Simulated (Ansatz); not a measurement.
input.yaml (Ansatz 0.2.0):

```yaml
crystal:
  lattice:
    - [2.4547788676, 0.0, 0.0]
    - [-1.2273894338, 2.12590086, 0.0]
    - [0.0, 0.0, 3.9877177922]
  atoms:
    - { symbol: Mn, position: [0.3333333333, 0.6666666667, 0.75], spin: 1.73 }
    - { symbol: Mn, position: [0.6666666667, 0.3333333333, 0.25], spin: -1.73 }
basis:
  ecutwfc: 500
  ecutrho_ratio: 4
kpoints:
  mp_grid: { grid: [20, 20, 10] }
hamiltonian:
  xc: r2scan
scf:
  occupations: { method: gaussian, width: 0.05 }
output:
  forces: true
  stress: true
  eigenvalues: true
  populations: true
magnetization:
  spin_polarized: true
relax:
  f_tol: 0.01
  max_steps: 40
  cell: { stress_tol: 0.1, fix: [volume] }
checkpoint:
  read: start.run
```

The folder start.run holds the converged state of an earlier run on the same cell; the run starts from that state's density and uses only the symmetry operations that the state has.

At room temperature and ambient pressure Mn takes another structure.

What the program printed, in part:

```
Pseudopotentials: kind: paw
Pseudopotential: Mn, paw, valence charge 15, recommended cutoff 500 eV (meta_gga), Mn.paw.azcp
Crystal: 2 atoms, lattice volume = 20.810 Å³
Basis set: ecut = 500 eV, 549 PW (Γ), exchange–correlation on 72×72×120 points (64 copies of the dense FFT grid, shifted against one another)
Bands: 21, of which v1, the nominal top of the filled ones, is band 15 counted from 1 (14 counted from 0)
Symmetry: 12 space group operations
Space group: P-6m2 (ITA 187), of the structure as read, at distance tolerance 2.8e-5 Å
Magnetic group: BNS 194.267 (UNI 1497), of the structure as read, at distance tolerance 2.8e-5 Å
k-points: 264 of 4000 (time reversal used)
Initial density: read from a saved state, or passed on in memory by an earlier SCF of this step, an earlier step, the calling program or the single point that the run made first
Starting moments: Σ|m| = 3.46 μB on 2 of 2 sites; this step starts from the density that it was given
Initial wavefunctions: pseudopotential atomic-orbital guess
Functional: x = r2scan, c = r2scan; τ floored in thin density (d = 2e-4 eV/Å³)
iter 1 solved again at ethr=1.85e-9 eV; its pass at ethr=3.10e-3 eV (dr2=5.54e-7 eV) is discarded
```

```
SCF iter   1: F=—  HF=-7807.099168 eV  |F-HF|=—  |Δ(HF+E_count)|=         —  Δρ=9.51e-6 (↑9.51e-6 ↓7.99e-6)  dr2=8.89e-8  dr2_τ=2.08e-10  dr2_m=2.92e-10  M= 0.000 μB ∫|m|=3.295 μB
SCF iter   2: F=—  HF=-7807.099168 eV  |F-HF|=—  |Δ(HF+E_count)|=   1.11e-7  Δρ=4.43e-5 (↑4.30e-5 ↓4.43e-5)  dr2=2.19e-6  dr2_τ=4.98e-9  dr2_m=4.31e-9  M=0.000 μB ∫|m|=3.295 μB  κ⁻¹=1.0e0(r=1)
SCF iter   3: F=-7807.099168 eV  HF=-7807.099168 eV  |F-HF|=8.09e-11  |Δ(HF+E_count)|=   1.05e-7  Δρ=2.06e-7 (↑2.06e-7 ↓1.80e-7)  dr2=1.33e-11  dr2_τ=2.67e-13  dr2_m=2.77e-12  M= 0.000 μB ∫|m|=3.295 μB
SCF 1 converged in 3 iterations: F = -7807.099168 eV  dr2 = 1.33e-11
relax step   1: F+E_penalty+E_count = -7807.09916808 eV  Δ(F+E_penalty+E_count) = +0.000e0 eV  max|allowed force component| = 4.626e-17 eV/Å  Δτ_max = 0.0000 Å  P = +16.644 GPa  Ω = 20.810 Å³  fix = [volume]  reactions: volume +16.644 GPa  (3 SCF iters, dr2 threshold 1.00e-7 eV, accepted)
SCF iter   1: F=—  HF=-7807.100326 eV  |F-HF|=—  |Δ(HF+E_count)|=         —  Δρ=7.02e-4 (↑7.02e-4 ↓7.02e-4)  dr2=1.83e-4  dr2_τ=1.45e-4  dr2_m=3.97e-5  M= 0.000 μB ∫|m|=3.300 μB
SCF iter   2: F=—  HF=-7807.100833 eV  |F-HF|=—  |Δ(HF+E_count)|=   5.07e-4  Δρ=3.38e-4 (↑3.38e-4 ↓3.38e-4)  dr2=1.45e-5  dr2_τ=6.87e-7  dr2_m=1.62e-5  M= 0.000 μB ∫|m|=3.299 μB  κ⁻¹=1.0e0(r=1)
SCF iter   3: F=—  HF=-7807.100847 eV  |F-HF|=—  |Δ(HF+E_count)|=   1.41e-5  Δρ=2.68e-4 (↑2.68e-4 ↓2.67e-4)  dr2=5.78e-6  dr2_τ=2.49e-7  dr2_m=1.12e-5  M= 0.000 μB ∫|m|=3.300 μB  κ⁻¹=1.5e-2(r=2)
SCF iter   4: F=—  HF=-7807.100859 eV  |F-HF|=—  |Δ(HF+E_count)|=   1.22e-5  Δρ=1.56e-4 (↑1.41e-4 ↓1.56e-4)  dr2=6.23e-7  dr2_τ=8.09e-8  dr2_m=3.79e-6  M=0.000 μB ∫|m|=3.301 μB  κ⁻¹=4.9e-3(r=3)
SCF iter   5: F=—  HF=-7807.100864 eV  |F-HF|=—  |Δ(HF+E_count)|=   4.60e-6  Δρ=1.79e-4 (↑1.79e-4 ↓6.53e-5)  dr2=1.47e-5  dr2_τ=4.98e-8  dr2_m=1.01e-6  M= 0.000 μB ∫|m|=3.302 μB  κ⁻¹=4.7e-3(r=4)
...
SCF 2 converged in 10 iterations: F = -7807.100864 eV  dr2 = 1.24e-9
SCF 3 converged in 7 iterations: F = -7807.101350 eV  dr2 = 8.33e-9
...
SCF iter   8: F=—  HF=-7807.101352 eV  |F-HF|=—  |Δ(HF+E_count)|=   1.68e-9  Δρ=1.62e-6 (↑1.61e-6 ↓1.62e-6)  dr2=4.02e-11  dr2_τ=1.10e-11  dr2_m=4.71e-10  M=0.000 μB ∫|m|=3.306 μB  κ⁻¹=3.2e-5(r=7)
SCF iter   9: F=—  HF=-7807.101352 eV  |F-HF|=—  |Δ(HF+E_count)|=  4.82e-10  Δρ=5.71e-7 (↑5.71e-7 ↓5.70e-7)  dr2=2.61e-11  dr2_τ=5.62e-12  dr2_m=2.75e-11  M=0.000 μB ∫|m|=3.306 μB  κ⁻¹=2.0e-5(r=8)
SCF iter  10: F=-7807.101352 eV  HF=-7807.101352 eV  |F-HF|=9.09e-12  |Δ(HF+E_count)|=  1.44e-10  Δρ=1.72e-7 (↑1.72e-7 ↓1.72e-7)  dr2=2.68e-12  dr2_τ=5.16e-13  dr2_m=2.16e-12  M= 0.000 μB ∫|m|=3.306 μB
SCF 4 converged in 10 iterations: F = -7807.101352 eV  dr2 = 2.68e-12
```

```
SCF converged after 10 iterations
Magnetization:  0.0000 μB (15.0000 up, 15.0000 down)
Absolute magnetization: 3.3061 μB (∫|ρ↑−ρ↓|, with the PAW one-centre terms)
Per-site moments (μB) at R_I (Å): [(1.58071, 1.00896), (-1.58071, 1.00896)]
Free energy (F): -7807.101352 eV
E sigma→0 (E₀):  -7807.099720 eV
Entropy (-TS):   -0.003264 eV (-1.632 meV/atom)
Fermi energy:    21.001582 eV
--- Per-component energies (eV) ---
  E_band       = -326.980868
  E_kinetic    = 619.698848
  E_local      = -3061.946746  (includes V_loc(G=0)·N_el)
  E_nonlocal   = 478.548964
  E_hartree    = 1282.089533
  E_xc         = -224.433058
  E_vxc        = -331.096242  (∫ρ·V_xc dr)
  E_paw        = -2614.287303  (= ΣΔE_a)
  E_vpaw       = -619.253080  (= ΣTr[D̂ρ^β])
  E_aug_tail   = -0.000008  (compensation charges beyond the density's cutoff)
  E_vtau       = 22.888309  (kinetic-family band-sum trace: ∫τ·v_τ [+ j·A + Jᵃ·Aᵃ] dr)
  E_ewald      = -4286.202231
  E_core_change = -0.566086  (= ΣΔE_core)
  E_smearing   = -0.003264  (= −TS)
--- Forces (eV/Å), atoms counted from 1 ---
  atom   1  Mn     0.00000000     0.00000000     0.00000000
  atom   2  Mn     0.00000000     0.00000000     0.00000000
--- Stress (GPa, compression-positive) ---
       16.781139       0.000000       0.000000
        0.000000      16.781139       0.000000
        0.000000       0.000000      16.880179
  P = ⅓ Tr σ = 16.8142 GPa (168.142 kbar)
--- Relaxed structure (3 steps of the walk, 3 accepted, 1 SCFs on fresh bases) ---
  F+E_penalty+E_count = -7807.10135166 eV   max|allowed force component| = 8.095e-18 eV/Å   (the final SCF, on the basis selected at the relaxed cell)
  cell:  # Å, volume = 20.8104 Å³
    - [2.44596, 0.00000, 0.00000]
    - [-1.22298, 2.11827, 0.00000]
    - [0.00000, 0.00000, 4.01652]
  atoms:
    - { symbol: Mn, position: [0.33333, 0.66667, 0.75000] }
    - { symbol: Mn, position: [0.66667, 0.33333, 0.25] }
--- Löwdin populations: 2 sites ---
  site symbol       q [e]    m [muB]
     0     Mn     14.8375     1.6900
     1     Mn     14.8375    -1.6900
```

In short (r²SCAN): energy lowered by 1.1 meV/atom, pressure 16.8 GPa, gap on the mesh zero (metallic), site spin moments Mn 1.58, -1.58 μB.

It took roughly 4 core-minutes on a shared host.

The run wasn't fully tested for a lower electronic state. Site moments are of spin, integrated over atomic spheres.
